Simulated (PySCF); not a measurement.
# Structure from 2D NMR

Compound of formula C$_{4}$H$_{6}$. Correlations simulated from computed shifts and couplings:

HSQC (one-bond C–H):
```
  δH    δC  ¹J(C,H) (Hz)
1.73  -0.6           221
1.18  29.5           156
0.13  29.5           175
```

COSY cross peaks (|J| ≥ 2 Hz):
```
  δH    δH  abs. J (Hz)  bonds
1.73  1.18          2.4      3
```

HMBC (two and three bonds, |J| ≥ 2.5 Hz):
```
  δH       δC [abs. J in Hz]
1.73  29.5 [4.0], -0.6 [3.5]
1.18             29.5 [17.7]
0.13              29.5 [9.3]
```

Equivalent nuclei averaged, one computed conformer, in vacuum, non-relativistic. B3LYP/pcJ-1 coupling constants (without the spin–dipole term); GFN2-xTB structure; σ from GIAO-PBE0/pcSseg-1; PySCF.

Chemical shifts δ = σref − σ; ¹H (σ = 31.72 ppm), ¹³C (σ = 186.93 ppm) against TMS, all at this level.

Exchangeable hydrogens are left out of these lists, and C,H couplings along chains are those of one rotamer, so weak HMBC peaks may be missing or extra.

Question: Work out the connectivity.

Answer: `InChI=1S/C4H6/c1-3-2-4(1)3/h3-4H,1-2H2/t3-,4+`.

Atoms are numbered as in `[CH2:1]1[C@H:2]2[CH2:3][C@@H:4]12`. Each H is labelled by its parent atom. Ha(C3) is cis to C1 on the ring; Ha(C1) is cis to C3 on the ring; Hb(C3) is trans to C1 on the ring; Hb(C1) is trans to C3 on the ring.

1. δC 29.5 is C1/C3, a three-membered-ring carbon (δH 1.18, 0.13).
2. δC -0.6 is C2/C4, a three-membered-ring carbon (δH 1.73).
3. COSY links 1.73–1.18.

Unscaled 3J(H,H) at this level run about 10 % above measured values. Shifts are as computed. Against solution values, carbons near 30 ppm lie about +3 ppm off and those near 130 ppm about +5 ppm. Of 1211 compounds with measured shifts, 218 miss one by over three times the rms of a fit or turn the order of signals round; such compounds aren't used in these exercises.
